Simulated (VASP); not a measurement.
Level of theory: PBE GGA, VASP's PBE PAW potentials (set 64) (plane waves; VASP).

VASP ran on this input.

File POSCAR:
```
InN
1
   -0.0000000000     2.5226072543     2.5226072543
    2.5226072543     0.0000000000     2.5226072543
    2.5226072543     2.5226072543    -0.0000000000
In N
1 1
Direct
  0.0000000000   0.0000000000   0.0000000000
  0.2500000000   0.2500000000   0.2500000000
```

**KPOINTS**
```
Automatic mesh
0
Gamma
8 8 8
0 0 0
```

INCAR:
```
LWAVE=F
LREAL=F   # projection in real space or not
EDIFF=1E-6   # SCF stop (eV)
LCHARG=T
ISMEAR=0   # Gaussian
GGA=PE   # PBE
ALGO=Normal
LASPH=T
ENCUT=450
NELM=100   # most electronic steps
PREC=Accurate
SYSTEM=InN
SIGMA=0.05   # width (eV)
LMAXMIX=4
```

POTCAR, in this order: In_d N (PBE.64 set). Program: vasp_std.

The resulting files:

### OUTCAR
```
 ion  position               nearest neighbor table
   1  0.000  0.000  0.000-   2 2.18   2 2.18   2 2.18   2 2.18
   2  0.250  0.250  0.250-   1 2.18   1 2.18   1 2.18   1 2.18
  LATTYP: Found a face centered cubic cell.
 ALAT       =     5.0452145086
 Subroutine PRICEL returns:
 Original cell was already a primitive cell.
 Subroutine GETGRP returns: Found 24 space group operations
The static configuration has the point symmetry T_d .
The dynamic configuration has the point symmetry T_d .
 Subroutine INISYM returns: Found 24 space group operations
 Subroutine IBZKPT returns following result:
 Found     29 irreducible k-points:

 Following reciprocal coordinates:
            Coordinates               Weight
  0.000000  0.000000  0.000000      1.000000
  0.125000  0.000000  0.000000      8.000000
  0.250000  0.000000  0.000000      8.000000
  0.375000  0.000000  0.000000      8.000000
  0.500000  0.000000  0.000000      4.000000
  0.125000  0.125000  0.000000      6.000000
  0.250000  0.125000  0.000000     24.000000
  0.375000  0.125000  0.000000     24.000000
  0.500000  0.125000  0.000000     24.000000
...
```

File OSZICAR:
```
       N       E                     dE             d eps       ncg     rms          rms(c)
DAV:   1     0.125872572837E+03    0.12587E+03   -0.85774E+03   769   0.167E+03
DAV:   2    -0.199558850608E+01   -0.12787E+03   -0.12181E+03   839   0.359E+02
DAV:   3    -0.126377213167E+02   -0.10642E+02   -0.10515E+02   894   0.108E+02
DAV:   4    -0.129121312444E+02   -0.27441E+00   -0.27414E+00   886   0.185E+01
DAV:   5    -0.129209019381E+02   -0.87707E-02   -0.87699E-02  1050   0.304E+00    0.973E+00
DAV:   6    -0.107383264685E+02    0.21826E+01   -0.83679E+00  1128   0.500E+01    0.549E+00
DAV:   7    -0.107034089176E+02    0.34918E-01   -0.57315E-01   790   0.966E+00    0.218E+00
DAV:   8    -0.106910060201E+02    0.12403E-01   -0.95937E-02   904   0.306E+00    0.576E-01
DAV:   9    -0.106875602937E+02    0.34457E-02   -0.87874E-03  1171   0.182E+00    0.218E-01
DAV:  10    -0.106880409160E+02   -0.48062E-03   -0.15954E-03   789   0.360E-01    0.804E-02
DAV:  11    -0.106880834560E+02   -0.42540E-04   -0.62086E-05   954   0.759E-02    0.205E-02
DAV:  12    -0.106880832110E+02    0.24501E-06   -0.27365E-05   884   0.527E-02    0.120E-02
DAV:  13    -0.106880825225E+02    0.68845E-06   -0.36242E-06   910   0.346E-02
   1 F= -.10688083E+02 E0= -.10688007E+02  d E =-.150878E-03
```

File OUTCAR:
```
------------------------ aborting loop because EDIFF is reached ----------------------------------------
  FORCE on cell =-STRESS in cart. coord.  units (eV):
  Direction    XX          YY          ZZ          XY          YZ          ZX
  --------------------------------------------------------------------------------------
  Total       -0.0016855     -0.0016855     -0.0016855      0.0000000      0.0000000      0.0000000
  in kB       -0.0841125     -0.0841125     -0.0841125      0.0000000      0.0000000      0.0000000
  external PRESSURE =      -0.0841125 kB  Pullay stress =       0.0000000 kB
  volume of cell :       32.11
      direct lattice vectors                 reciprocal lattice vectors
     0.000000000  2.522607254  2.522607254    -0.198207628  0.198207628  0.198207628
     2.522607254  0.000000000  2.522607254     0.198207628 -0.198207628  0.198207628
     2.522607254  2.522607254  0.000000000     0.198207628  0.198207628 -0.198207628
 POSITION                                       TOTAL-FORCE (eV/Angst)
 -----------------------------------------------------------------------------------
      0.00000      0.00000      0.00000        -0.000000      0.000000     -0.000000
      1.26130      1.26130      1.26130         0.000000     -0.000000      0.000000
 -----------------------------------------------------------------------------------
    total drift:                               -0.000000     -0.000000     -0.000000
  FREE ENERGIE OF THE ION-ELECTRON SYSTEM (eV)
  ---------------------------------------------------
  free  energy   TOTEN  =       -10.6880825225 eV

  energy  without entropy=      -10.6879316449  energy(sigma->0) =      -10.68800708
```
(Selected blocks of OUTCAR.)

OUTCAR:
```
 val. band max:        6.1066894059   @ k =   0.0000   0.0000   0.0000

 cond. band min:       7.1333465196   @ k =   0.1250   0.0000   0.0000


 Fermi energy:         6.1219318016

 k-point     1 :       0.0000    0.0000    0.0000
  band No.  band energies     occupation
      1      -8.2337      2.00000
      2      -7.2543      2.00000
      3      -7.2543      2.00000
      4      -7.2543      2.00000
      5      -6.9201      2.00000
      6      -6.9201      2.00000
      7       5.6036      2.00000
      8       6.1067      1.33363
      9       6.1067      1.33363
     10       6.1067      1.33362
     11      15.3605      0.00000
     12      15.3605      0.00000
     13      15.3605      0.00000

 k-point     2 :       0.1250    0.0000    0.0000
  band No.  band energies     occupation
      1      -8.2765      2.00000
      2      -7.2306      2.00000
      3      -7.2306      2.00000
      4      -7.0383      2.00000
      5      -6.9213      2.00000
      6      -6.9213      2.00000
      7       4.3685      2.00000
      8       5.9793      1.99995
      9       5.9793      1.99995
     10       7.1333      0.00000
     11      14.4561      0.00000
     12      15.5170      0.00000
     13      15.5170      0.00000

 k-point     3 :       0.2500    0.0000    0.0000
  band No.  band energies     occupation
      1      -8.3783      2.00000
      2      -7.1860      2.00000
      3      -7.1860      2.00000
      4      -6.9102      2.00000
      5      -6.9102      2.00000
      6      -6.4388      2.00000
      7       2.7148      2.00000
      8       5.6864      2.00000
      9       5.6864      2.00000
     10       8.1786      0.00000
     11      13.2309      0.00000
     12      15.6605      0.00000
     13      15.6605      0.00000

 k-point     4 :       0.3750    0.0000    0.0000
  band No.  band energies     occupation
      1      -8.4776      2.00000
      2      -7.1642      2.00000
      3      -7.1642      2.00000
...
```

At this cut-off the stress carries a Pulay error, which pulls relaxed volumes low. Unless said otherwise, spin-orbit coupling is left out, though it shifts the bands of the heavy elements here.

The compound is InN in the zinc blende structure, a metastable form; wurtzite is the usual one. It was relaxed first.
